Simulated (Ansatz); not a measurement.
SiO2: enthalpy against pressure

SiO2, Fddd, a = 4.759 Å, b = 9.522 Å, c = 14.855 Å. This isn't the usual stable structure of the compound. Ansatz: PBE, PAW, 420 eV, Γ-centred 6×6×6 mesh on 12 atoms, Gaussian smearing 0.02 eV; no spin polarisation. Cell and atoms are relaxed at each pressure, and no other structure is tried, so the rows at high pressure may lie past a change of phase. y is the enthalpy over the state at zero pressure; there V0 = 14.023 Å³/atom. The pressures are the targets, met within 0.03 GPa.

```
P (GPa) y (eV/atom)
   -3.0            ?
    0.0       0.0000
    3.0       0.2594
    8.0       0.6784
   15.0       1.2403
   30.0       2.3631
```

Problem. Fit y = c1 P + c2 P² + c3 P³ to the other rows, say what c1 and c2 mean, and predict the missing value.

Solution. Least squares on the rows shown. y = 0.087464 P − 0.00034741 P² + 1.9199×10⁻⁶ P³. Since dH/dP = V, c1 is V0: 0.087464 eV/GPa × 160.2 = 14.012 Å³ against 14.023; c2 = −V0/(2B0) gives B0 = 126 GPa, where a Birch–Murnaghan fit to the volumes of the same runs (not shown) gives 119 GPa: a cubic over this range folds the higher terms into c2. At P = -3.0 the fit asked for gives -0.2656 eV/atom. The run gave -0.2660 eV/atom, so the fit is 0.0004 eV/atom too high, a small miss on the scale of the series.